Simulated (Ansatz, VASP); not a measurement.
## Cd in VASP and in Ansatz

```
Cd
1.0
     0.00000    2.21616    2.21616
     2.21616    0.00000    2.21616
     2.21616    2.21616    0.00000
Cd
1
Direct
  0.00000 0.00000 0.00000
```

Alike in both runs: task single point; functional r2SCAN; k mesh 16 × 16 × 16; occupations gaussian, width 0.05 eV; no spin polarisation.

|  | VASP | Ansatz |
| --- | --- | --- |
| version | VASP 6.6.1 | Ansatz 0.2.0 |
| potentials or method | VASP PAW PBE potentials, release 64 (Cd) | scalar-relativistic, plane waves, PAW |
| plane-wave cutoff (eV) | 520 | 500 |
| valence electrons in the cell | 12 | 20 |

VASP gave:

```
gap on the k mesh at the Fermi level (eV) : none
pressure (GPa)                            : 0.3
```

Which values does Ansatz return?

gap on the k mesh at the Fermi level (eV): none; pressure (GPa): 0.0.

A gap of «none» marks a metal or a gap that the smearing closes. The two sets of potentials don't hold the same shells in valence.

Caveats: the PAW data sets were made with another functional, which shifts forces and pressure a little (VASP).
